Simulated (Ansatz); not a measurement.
A (100) slab of Mo (Im-3m (No. 229)), 8 planes, outer planes Mo (top) and Mo (bottom), with 8 atoms (Mo8) in a surface cell of A = 9.988 Å², as cut from the bulk:

```yaml
crystal:
  lattice:
    - [3.16044, 0.00000, 0.00000]
    - [0.00000, 3.16044, 0.00000]
    - [0.00000, 0.00000, 26.06154]
  atoms:
    - { symbol: Mo, position: [0.50000, 0.50000, 0.28778] }
    - { symbol: Mo, position: [0.00000, 0.00000, 0.34841] }
    - { symbol: Mo, position: [0.50000, 0.50000, 0.40905] }
    - { symbol: Mo, position: [0.00000, 0.00000, 0.46968] }
    - { symbol: Mo, position: [0.50000, 0.50000, 0.53032] }
    - { symbol: Mo, position: [0.00000, 0.00000, 0.59095] }
    - { symbol: Mo, position: [0.50000, 0.50000, 0.65159] }
    - { symbol: Mo, position: [0.00000, 0.00000, 0.71222] }
```

All numbers below come from Ansatz 0.2.0, DFT PBE, scalar-relativistic, plane waves, PAW. Settings: cutoff 420 eV, Γ-centred mesh 11×11×1 on the computed 8-atom cell, Gaussian smearing of 0.10 eV; no spin polarisation. The cell repeats along c with a dipole correction in the vacuum.

Against the same 8 atoms in the bulk, the slab as cut lies 4.383 eV higher and the relaxed slab 3.980 eV higher.

Q: Work out the surface energy before and after relaxation.

A: The slab has two faces, so γ = (E_slab − N·E_bulk)/(2A), the mean of both. As cut: 4.383/(2 × 9.988) = 0.2194 eV/Å², and 1 eV/Å² = 16.02 J/m², so γ = 3.52 J/m². Relaxed: 3.980/(2 × 9.988) = 0.1992 eV/Å² = 3.19 J/m². Relaxation recovers 9 % of the cost of cutting.

Q: What is the ideal work of this cut, per area?

A: Griffith's ideal work is 2γ: 7.03 J/m² if the new faces stay rigid, 6.38 J/m² if they relax. One thickness was run, 8 planes, so γ can still shift with it.